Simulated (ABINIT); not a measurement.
Write the native input for ABINIT 10.8.3 (patched build) that does the following.

* Task: band structure
* Functional: LDA
* Potentials or basis: PseudoDojo NC SR LDA v0.4 stringent
* Cutoff: 1197 eV
* k mesh: 11 × 11 × 6
* Occupations: fermi-dirac, width 0.05 eV
* Spin: no spin polarisation

Crystal: Ru.

```xyz
2
Lattice="2.7058 0.0000 0.0000 -1.3529 2.3433 0.0000 0.0000 0.0000 4.2819" Properties=species:S:1:pos:R:3 pbc="T T T"
Ru    1.3529    0.7811    3.2114
Ru    0.0000    1.5622    1.0705
```

These files were run (other wordings do the same):

run.abi

```
# Datasets: ground state, then fixed potential
ndtset 2

# Pseudopotentials
pp_dirpath "./"
pseudos "Ru.upf"

# Structure
acell 5.113220948 5.1132209481 8.091618293
rprim
     1.0000000000     0.0000000000     0.0000000000
    -0.5000000000     0.8660254038     0.0000000000
     0.0000000000     0.0000000000     1.0000000000
ntypat 1
znucl 44
natom 2
typat 1 1
xred
     0.6666666667     0.3333333333     0.7500000000
     0.3333333333     0.6666666667     0.2500000000

# Plane-wave basis
ecut 1197.300995 eV

# Exchange and correlation
ixc 7

# Bands and occupations
occopt 3
tsmear 0.00183747

# SCF cycle
nstep 100

# Output
iomode 3
prtwf 0
prteig 0
prtebands 0
enunit 1
prtden1 1

# Dataset 1
kptopt1 1
ngkpt1 11 11 6
nshiftk1 1
shiftk1 0.0 0.0 0.0
nband1 20
tolvrs1 1.0e-10

# Dataset 2: bands along G-M-K-G-A-L-H-A
iscf2 -2
getden2 1
nband2 26
nbdbuf2 4
tolwfr2 1.0e-11
kptopt2 -7
ndivsm2 5
prteig2 1
prtvol2 -3
kptbounds2
     0.0000000000     0.0000000000     0.0000000000
     0.5000000000     0.0000000000     0.0000000000
     0.3333333333     0.3333333333     0.0000000000
     0.0000000000     0.0000000000     0.0000000000
     0.0000000000     0.0000000000     0.5000000000
     0.5000000000     0.0000000000     0.5000000000
     0.3333333333     0.3333333333     0.5000000000
     0.0000000000     0.0000000000     0.5000000000
```

Potentials or basis: PseudoDojo NC SR LDA v0.4 stringent.

Command:

```sh
$ abinit run.abi > log 2>&1
```

Results of the run:

```yaml
Pressure: -11.6 GPa
Band_gap_on_the_k_mesh: none (metal or under the smearing width)
Valence_electrons_inside_the_program's_atomic_spheres: Ru 12.86 (radii [1.0584] Å)
```

Run time: 98 s on 1 thread of Arm Neoverse V2, on a shared host, peak memory 0.12 GiB.
